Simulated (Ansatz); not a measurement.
# SnSe: the cost of one run

Computed with Ansatz 0.2.0 (DFT PBE, scalar-relativistic, plane waves, PAW, unless a step's input says otherwise).

1 further run of the same task is left out (it didn't finish).

**1. Starting point**

It takes space group F-43m (No. 216, cubic). Conventional cell: a = 6.782 Å, b = 6.782 Å, c = 6.782 Å, α = 90.00°, β = 90.00°, γ = 90.00°. Around Sn (site symmetry -43m) lie 4 Se at 2.94 Å. Around Se (site symmetry -43m) lie 4 Sn at 2.94 Å.

As a file:

```cif
data_structure
_symmetry_space_group_name_H-M 'P 1'
_symmetry_Int_Tables_number 1
_cell_length_a 4.7954
_cell_length_b 4.7954
_cell_length_c 4.7954
_cell_angle_alpha 60.000
_cell_angle_beta 60.000
_cell_angle_gamma 60.000
_cell_volume 77.97
loop_
_atom_site_label
_atom_site_type_symbol
_atom_site_fract_x
_atom_site_fract_y
_atom_site_fract_z
_atom_site_occupancy
Sn1 Sn 0.00000 0.00000 0.00000 1
Se1 Se 0.25000 0.25000 0.25000 1
```

It is the end of an earlier relaxation with the same method, from a generated guess; it is a trial structure. At a tolerance of 0.02 Å it has space group F-43m (No. 216); it has 38.99 Å³/atom, an uncorrected energy of -0.20 eV/atom over the elements.

**2. Bands, states and charges**

File input.yaml:

```yaml
crystal:
  lattice:
    - [0.0, 3.3908386502, 3.3908386502]
    - [3.3908386502, 0.0, 3.3908386502]
    - [3.3908386502, 3.3908386502, 0.0]
  atoms:
    - { symbol: Sn, position: [0.0, 0.0, 0.0] }
    - { symbol: Se, position: [0.25, 0.25, 0.25] }
basis:
  ecutwfc: 420
kpoints:
  mp_grid: { grid: [10, 10, 10] }
  band_path:
    path:
      - [[0.0, 0.0, 0.0], [-0.5, -0.5, 0.0], [-0.375, -0.375, 0.25]]
      - [[-0.375, 0.0, 0.375], [0.0, 0.0, 0.0], [0.0, 0.0, 0.5], [-0.5, -0.25, 0.25], [-0.5, -0.5, 0.0]]
    npoints: 14
hamiltonian:
  xc: pbe
scf:
  occupations: { method: gaussian, width: 0.01 }
  n_extra_bands: 6
output:
  forces: true
  stress: true
  eigenvalues: true
  populations: true
  dos: { projected: true, de: 0.02, nscf_kmesh: { grid: [12, 12, 12] } }
  bader: true
  write_density: true
  write_potential: true
  elf: true
  volumetric_format: npy
```

The run is started by

```sh
$ ansatz run input.yaml --threads 1 --pin off --max-ram 2048MiB --backend cpu --events-out ev --progress --plain --runs-dir out
```

Q: Estimate wall time and peak memory on 1 thread of AMD EPYC 7R13 (Zen 3), shared host.

About 30 s, with a peak of 0.52 GiB.
